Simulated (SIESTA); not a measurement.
Zr:

```xyz
1
Lattice="-1.8100 1.8100 1.8100 1.8100 -1.8100 1.8100 1.8100 1.8100 -1.8100" Properties=species:S:1:pos:R:3 pbc="T T T"
Zr    0.0000    0.0000    0.0000
```

This isn't the form of Zr at room conditions, which is hcp.

- Program: SIESTA 5.4.2
- Task: single point
- Functional: PBE
- Potentials or basis: PseudoDojo 0.4 standard (PBE files)
- Basis: DZP (energy shift 0.003 Ry; two zetas on semicore shells)
- Grid cutoff: 800 Ry
- Energy shift: 0.003 Ry
- k mesh: 10 × 10 × 10
- Occupations: fermi-dirac, width 0.05 eV
- Spin: no spin polarisation

On this cell: pressure -2.6 GPa; band gap on the k mesh none (metal or under the smearing width).

The same run follows on a disturbed copy (cell strained at random at fixed volume):

```xyz
1
Lattice="-1.8443 1.8602 1.7746 1.8791 -1.8715 1.8207 1.7505 1.7778 -1.7858" Properties=species:S:1:pos:R:3 pbc="T T T"
Zr   -0.0278    0.0705    0.0110
```

Problem. What does the disturbed cell give?

Solution. The energy (extrapolated to zero smearing) moves by +6.8 meV/atom; pressure -2.6 GPa; band gap on the k mesh none (metal or under the smearing width).

Stress tensor (GPa, compression positive):
```
-2.59  1.65 -0.65
 1.65 -2.60  0.37
-0.65  0.37 -2.64
```

Caveats: the basis of atomic orbitals isn't converged, which shifts pressures, moduli and gaps.
